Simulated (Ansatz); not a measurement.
**SrCl2: a line through an energy map**

One table from this session's results is given with a row withheld; the runs are named, their logs left out.

Program: Ansatz 0.2.0. Level of theory: DFT PBE, scalar-relativistic, plane waves, PAW. These are calculated values, not measurements.

## Starting point

Symmetry: Fm-3m, No. 225, cubic system. The conventional cell has a = 7.038 Å, b = 7.038 Å, c = 7.038 Å, α = 90.00°, β = 90.00°, γ = 90.00°. Around Sr (site symmetry m-3m) lie 8 Cl at 3.05 Å. Cl (site symmetry -43m) is surrounded by 4 Sr at 3.05 Å.

Structure file:

```
Sr Cl
1.0
     0.00000    3.51923    3.51923
     3.51923    0.00000    3.51923
     3.51923    3.51923    0.00000
Sr Cl
1 2
Direct
  0.00000 0.00000 0.00000
  0.25000 0.25000 0.25000
  0.75000 0.75000 0.75000
```

This cell was relaxed beforehand with the same method: volume 29.06 Å³/atom, gap on the mesh 5.24 eV.

## The scan

The energy is mapped over two homogeneous strains (x along [1 0 0], y along [0 1 0], z along [0 0 1] of the conventional cell).

- strain +e along x and -e along y: 9 values from −4 to 4 %
- strain +e along z and -e/2 along x and y: 9 values from −4 to 4 %

Nothing else is relaxed (symmetry fixes all fractional coordinates). Energies count from the relaxed crystal. Points are written as (first, second).

The first run:

input.yaml

```yaml
crystal:
  lattice:
    - [0.0, 3.6423992198, 3.4136495103]
    - [3.5016301678, 0.0, 3.4136495103]
    - [3.5016301678, 3.6423992198, 0.0]
  atoms:
    - { symbol: Sr, position: [0.0, 0.0, 0.0] }
    - { symbol: Cl, position: [0.25, 0.25, 0.25] }
    - { symbol: Cl, position: [0.75, 0.75, 0.75] }
basis:
  ecutwfc: 420
kpoints:
  mp_grid: { grid: [6, 6, 6] }
hamiltonian:
  xc: pbe
scf:
  occupations: { method: gaussian, width: 0.05 }
output:
  forces: true
  stress: true
  eigenvalues: true
  write_density: true
  write_potential: true
  elf: true
  volumetric_format: npy
```

Started as:

```console
ansatz run input.yaml --threads 1 --pin off --max-ram 2048MiB --backend cpu --events-out ev --progress --plain --runs-dir out
```

Steps of the session up to this table: Point (−2 %, −3 %); Point (−2 %, −2 %); Point (−2 %, −1 %); Grid point (−2 %, 0 %); Grid point (−2 %, 1 %); Grid point (−2 %, 2 %); The run at (−2 %, 3 %).

One table of the session follows, with a row left open; its other results are not shown here.

```
strain +e along z and -e/2 along x and y (%)  energy (meV/atom)  pressure (GPa)  band gap on the k-mesh (eV)
                                          −4               14.6           0.134                         4.85
                                          −3                9.7           0.101                         4.96
                                          −2                6.2           0.078                         5.05
                                          −1                4.2           0.066                         5.10
                                           0                3.6           0.063                         5.08
                                           1                4.4           0.069                         5.05
                                           2                6.5           0.083                         5.00
                                           3                  ?               ?                            ?
                                           4               14.6           0.134                         4.85
```

**Question.** Estimate the row for strain +e along z and -e/2 along x and y (%) = 3.

Worked estimate for «energy (meV/atom)». A straight line through the neighbours (2, 6.5) and (4, 14.6) gives 6.5 + (14.6 − 6.5) × (3 − 2) / (4 − 2) = 10.6; a parabola fitted to 3 rows on both sides gives 9.9.

As computed: energy (meV/atom): 9.9; pressure (GPa): 0.105; band gap on the k-mesh (eV): 4.93. In «energy (meV/atom)» the line misses by +0.7 and the parabola by 0.0.

Energies count from the relaxed crystal. Rows without a step come from runs not printed here or follow by symmetry. Slopes come from the forces (and the stress, where the cell changes), not from differences of energies.

In words: Along the line the energy is lowest at 0 %, 3.6 meV/atom from the zero. A fit to energies and slopes at the lowest point and its two neighbours puts the minimum at −0.1 %, with a curvature of about 1.4 meV/atom per %². Divided by the reference volume, that is a stiffness of about 75 GPa for this pattern of strain. The highest point computed, at −4 %, lies 11.0 meV/atom above the lowest. This is one cut through a surface in two coordinates; the map's lowest point lies off it.
